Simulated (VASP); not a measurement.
Set up this calculation in VASP 6.6.1, as the native input.

```yaml
Task: band structure
Functional: r2SCAN
Potentials_or_basis: VASP PAW PBE potentials, release 64 (Ba_sv, H)
Cutoff: 520 eV
k_mesh: 8 × 8 × 6
Occupations: gaussian, width 0.02 eV
Spin: no spin polarisation
Ladder: gaps
Further_INCAR_settings: ALGO = Normal; EDIFF = 1e-06
```

The structure of BaH2 lies in POSCAR:

```
BaH2
1.0
    4.4620250523      0.0000000000      0.0000000000
   -2.2310125262      3.8642270477      0.0000000000
    0.0000000000      0.0000000000      6.0552925900
Ba H
2 4
Direct
    0.3333333333      0.6666666667      0.2500000000
    0.6666666667      0.3333333333      0.7500000000
    0.0000000000      0.0000000000      0.0000000000
    0.0000000000      0.0000000000      0.5000000000
    0.6666666667      0.3333333333      0.2500000000
    0.3333333333      0.6666666667      0.7500000000
```

The cell comes from a database or a generator and needn't be the stable form of this composition.

One way to write it, as run:

INCAR

```
SYSTEM = BaH2
PREC = Accurate
ENCUT = 520
EDIFF = 1E-6
ISMEAR = 0
SIGMA = 0.02
LREAL = .False.
LASPH = .True.
NELM = 60
ALGO = Normal
ISIF = 2
LWAVE = .False.
LCHARG = .False.
METAGGA = R2SCAN
LMIXTAU = .True.
KPAR = 2
```

KPOINTS

```
regular mesh
0
Gamma
  8 8 6
  0 0 0
```

KPOINTS_OPT

```
path GMKGALHA,LM,KH
10
line-mode
reciprocal
 0.0000000000  0.0000000000  0.0000000000  G
 0.5000000000  0.0000000000  0.0000000000  M

 0.5000000000  0.0000000000  0.0000000000  M
 0.3333333333  0.3333333333  0.0000000000  K

 0.3333333333  0.3333333333  0.0000000000  K
 0.0000000000  0.0000000000  0.0000000000  G

 0.0000000000  0.0000000000  0.0000000000  G
 0.0000000000  0.0000000000  0.5000000000  A

 0.0000000000  0.0000000000  0.5000000000  A
 0.5000000000  0.0000000000  0.5000000000  L

 0.5000000000  0.0000000000  0.5000000000  L
 0.3333333333  0.3333333333  0.5000000000  H

 0.3333333333  0.3333333333  0.5000000000  H
 0.0000000000  0.0000000000  0.5000000000  A

 0.5000000000  0.0000000000  0.5000000000  L
 0.5000000000  0.0000000000  0.0000000000  M

 0.3333333333  0.3333333333  0.0000000000  K
 0.3333333333  0.3333333333  0.5000000000  H
```

Potentials or basis: VASP PAW PBE potentials, release 64 (Ba_sv, H).

Run with:

```console
$ cat potpaw_PBE.64/Ba_sv/POTCAR potpaw_PBE.64/H/POTCAR > POTCAR
$ mpirun -np 2 vasp_std > vasp.out
```

Results of the run:

```
Pressure                : -0.1 GPa
Band gap on the k mesh  : 2.23 eV, indirect (least direct gap 3.21 eV)
Band gap along the path : 2.13 eV, indirect (least direct gap 3.17 eV)
```

Caveat: the PAW data sets were made with another functional, which shifts forces and pressure a little; spin-orbit coupling is left out, which moves the levels of the heavy elements; the mesh misses the band edges, which the band path finds closer together.

It took 3.4 min on 2 MPI ranks on AMD EPYC 9R45 (Zen 5) (shared host), peak memory 0.27 GiB a rank.
